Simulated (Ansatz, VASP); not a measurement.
# Two plane-wave programs on Pb

File INCAR:

```
SYSTEM = Pb
  PREC = Accurate
  ENCUT = 520
  EDIFF = 1E-6
  ISMEAR = -1
  SIGMA = 0.1
  LREAL = .FALSE.
  LASPH = .TRUE.
  NELM = 100
  ALGO = Normal
  ISIF = 2
  LWAVE = .FALSE.
  LCHARG = .TRUE.
  GGA = RE
  LELF = .TRUE.
  LVHAR = .TRUE.
  NBANDS = 13
```

KPOINTS

```
Automatic mesh
0
G
  12 12 12
  0 0 0
```

POSCAR

```
Pb
1.0
   -1.9619953979      1.9619953979      1.9619953979
    1.9619953979     -1.9619953979      1.9619953979
    1.9619953979      1.9619953979     -1.9619953979
Pb
1
Direct
    0.0000000000      0.0000000000      0.0000000000
```

Input for Ansatz:

```yaml
crystal:
  lattice:
    - [-1.9619953979, 1.9619953979, 1.9619953979]
    - [1.9619953979, -1.9619953979, 1.9619953979]
    - [1.9619953979, 1.9619953979, -1.9619953979]
  atoms:
    - { symbol: Pb, position: [0.0, 0.0, 0.0] }
hamiltonian:
  xc: revpbe
  pseudopotentials:
    kind: paw
    azcp:
      Pb: "pseudopotentials/Pb.paw.azcp"
basis:
  ecutwfc: 420
  fft_grid_basis: typed
kpoints:
  mp_grid: { grid: [12, 12, 12], shift: [0, 0, 0] }
magnetization:
  spin_polarized: false
scf:
  occupations: { method: fermi_dirac, width: 0.1 }
  lower_state_search: "off"
output:
  stress: true
  write_density: true
  write_potential: true
  elf: true
  volumetric_format: npy
```

Alike in both runs: task single point; functional revPBE; k mesh 12 × 12 × 12; occupations fermi-dirac, width 0.1 eV; no spin polarisation.

|  | VASP | Ansatz |
| --- | --- | --- |
| version | VASP 6.6.1 | Ansatz 0.2.0 |
| potentials or method | VASP PAW PBE potentials, release 64 (Pb_d) | plane waves (420 eV) with PAW, scalar-relativistic |
| plane-wave cutoff (eV) | 520 | 420 |
| valence electrons in the cell | 14 | 14 |

```tsv
	VASP	Ansatz	Ansatz less VASP
pressure (GPa)	3.7	3.7	+0.05
```

Caveats: the PAW data sets were made with another functional, which shifts forces and pressure a little (VASP). The runs have no spin-orbit coupling, so splittings on Pb are missing.
